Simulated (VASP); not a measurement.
# CdSe in VASP 6.6.1, single-point calculation

INCAR

```
LCHARG = .FALSE.
NELM = 120
LASPH = .TRUE.
ISIF = 2
ISMEAR = -1
PREC = Accurate
SIGMA = 0.02
LWAVE = .FALSE.
EDIFF = 1E-7
ENCUT = 520
NBANDS = 16
IBRION = -1
GGA = PE
NSW = 0
LREAL = .FALSE.
MAGMOM = 3 -3
ISPIN = 2
```

KPOINTS

```
KPOINTS created by Atomic Simulation Environment
0
Gamma
8 8 8
0 0 0
```

POSCAR

```
Cd Se
 1.0000000000000000
     3.5331017259661111   -0.0000000000000000    0.0000000000000000
    -0.0000000000000000    3.5331017259661111    0.0000000000000000
     0.0000000000000000    0.0000000000000000    3.5331017259661111
 Cd  Se
   1   1
Cartesian
 -0.0000000000000000  0.0000000000000000 -0.0000000000000000
  1.7665508629830555  1.7665508629830555  1.7665508629830555
```

The recommended PBE PAW datasets give the neutral cell 18 valence electrons.

Command

```
mpirun -np 1 vasp_std
```

OSZICAR

```
N       E                     dE             d eps       ncg     rms          rms(c)
DAV:   1     0.108177114212E+03    0.10818E+03   -0.91975E+03  2312   0.105E+03
DAV:   2     0.101736521703E+01   -0.10716E+03   -0.10055E+03  2784   0.252E+02
DAV:   3    -0.240759961333E+01   -0.34250E+01   -0.34194E+01  2592   0.466E+01
DAV:   4    -0.241636813818E+01   -0.87685E-02   -0.87683E-02  2784   0.238E+00
DAV:   5    -0.241640091517E+01   -0.32777E-04   -0.32777E-04  2696   0.130E-01    0.160E+01
DAV:   6    -0.418852707080E+01   -0.17721E+01   -0.10916E+00  2536   0.136E+01    0.668E+00
DAV:   7    -0.430249018948E+01   -0.11396E+00   -0.35337E-01  2448   0.543E+00    0.348E+00
DAV:   8    -0.429851666478E+01    0.39735E-02   -0.32162E-02  2560   0.128E+00    0.183E+00
DAV:   9    -0.429685501441E+01    0.16617E-02   -0.43553E-03  2520   0.700E-01    0.568E-01
DAV:  10    -0.429674211891E+01    0.11290E-03   -0.17306E-03  2312   0.315E-01    0.101E-01
DAV:  11    -0.429672858166E+01    0.13537E-04   -0.29487E-04  2416   0.168E-01    0.535E-02
DAV:  12    -0.429673892898E+01   -0.10347E-04   -0.42524E-05  2496   0.604E-02    0.270E-02
DAV:  13    -0.429674411616E+01   -0.51872E-05   -0.82149E-06  2536   0.212E-02    0.105E-02
DAV:  14    -0.429674328116E+01    0.83500E-06   -0.18128E-06  2520   0.113E-02    0.209E-03
DAV:  15    -0.429674334237E+01   -0.61210E-07   -0.27290E-07  2464   0.459E-03
   1 F= -.42967433E+01 E0= -.42951648E+01  d E =-.315717E-02  mag=    -0.0002
```

It converged. Results: pressure 1.5 GPa; magnetic moment of the cell 0.00 μB.

For comparison, a separate PBE run of the intended cell, on usual settings and not on those above, gives a gap of -1.32 eV on its mesh and a pressure of 1.5 GPa.

The run above took about 56 s on one core of a shared host (Intel Xeon Platinum 8488C) and held 0.19 GiB at most.
